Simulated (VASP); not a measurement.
Bi4Te3Se3: band structure with PBEsol

Bi4Te3Se3:

```xyz
10
Lattice="2.1504 3.7245 0.0000 -6.3637 3.6741 -0.0246 0.0163 -2.4924 9.8298" Properties=species:S:1:pos:R:3 pbc="T T T"
Bi   -4.2400    2.4479    2.0541
Bi    0.0153    2.4742    2.1140
Bi   -4.1884    2.4182    7.7797
Bi    0.0060    2.4795    7.7562
Te   -0.0096    0.0055    0.0257
Te   -2.0871    3.6880    0.0391
Te    0.0245   -0.0141    6.0251
Se   -2.0927    3.6912    6.2689
Se   -2.1214    1.2248    3.5874
Se   -4.2015    4.9087    3.5581
```

The cell comes from a database or a generator and needn't be the stable form of this composition.

```yaml
Program: VASP 6.6.1
Task: band structure
Functional: PBEsol
Potentials_or_basis: VASP PAW PBE potentials, release 64 (Bi_d, Te, Se)
Cutoff: 520 eV
k_mesh: 3 × 2 × 3
Occupations: gaussian, width 0.02 eV
Spin: no spin polarisation
Further_INCAR_settings: ALGO = Normal; EDIFF = 1e-06
```

```json
{"Pressure": "0.0 GPa", "Largest force": "0.011 eV/Å", "Band gap on the k mesh": "0.34 eV, direct", "Band gap along the path": "0.34 eV, direct"}
```

Forces in eV/Å, atoms in the order of the input:
```
Bi   0.002 -0.001 -0.003
Bi  -0.002  0.001 -0.009
Bi   0.002 -0.001  0.003
Bi  -0.003  0.002  0.010
Te   0.000  0.000  0.000
Te  -0.001  0.001  0.001
Te   0.000  0.000 -0.001
Se   0.000  0.000  0.010
Se   0.001 -0.001 -0.009
Se  -0.001  0.000 -0.002
```

Levels at the corners of the path, in eV from the valence-band top:
```
point  band 46  band 47  band 48  band 49  band 50  band 51
    Γ    -0.76    -0.61     0.00     0.34     0.64     0.97
    Y    -0.97    -0.89    -0.28     0.61     1.23     1.38
    Y    -0.97    -0.89    -0.28     0.61     1.23     1.38
    F    -1.05    -0.84    -0.52     0.88     1.32     1.58
    F    -1.05    -0.84    -0.52     0.88     1.32     1.58
    L    -0.91    -0.81    -0.66     1.02     1.15     1.52
    L    -0.91    -0.81    -0.66     1.02     1.15     1.52
    I    -1.08    -0.97    -0.90     1.06     1.21     1.80
   I1    -1.08    -0.97    -0.90     1.06     1.21     1.80
    Z    -0.86    -0.56    -0.45     0.96     1.12     1.56
    Z    -0.86    -0.56    -0.45     0.96     1.12     1.56
   F1    -1.05    -0.84    -0.52     0.88     1.32     1.58
    Y    -0.97    -0.89    -0.28     0.61     1.23     1.38
   X1    -1.07    -0.96    -0.58     1.44     1.70     2.00
    X    -1.07    -0.96    -0.58     1.44     1.70     2.00
    Γ    -0.76    -0.61     0.00     0.34     0.64     0.97
    Γ    -0.76    -0.61     0.00     0.34     0.64     0.97
    N    -1.00    -0.87    -0.45     0.72     1.24     1.51
    M    -0.96    -0.81    -0.68     1.51     1.61     1.86
    Γ    -0.76    -0.61     0.00     0.34     0.64     0.97
```

Wall time 13 min on 1 thread of Intel(R) Xeon(R) 6975P-C (Granite Rapids), with other jobs on the host, peak memory 0.5 GiB.

Caveat: the k mesh is coarse (spacing up to 0.50 Å⁻¹), so the values aren't converged; the PAW data sets were made with another functional, which shifts forces and pressure a little; spin-orbit coupling is left out, which as a rule narrows the gap of such compounds by several tenths of an eV. A hybrid or GW would open this gap; PBEsol tends to underestimate it.
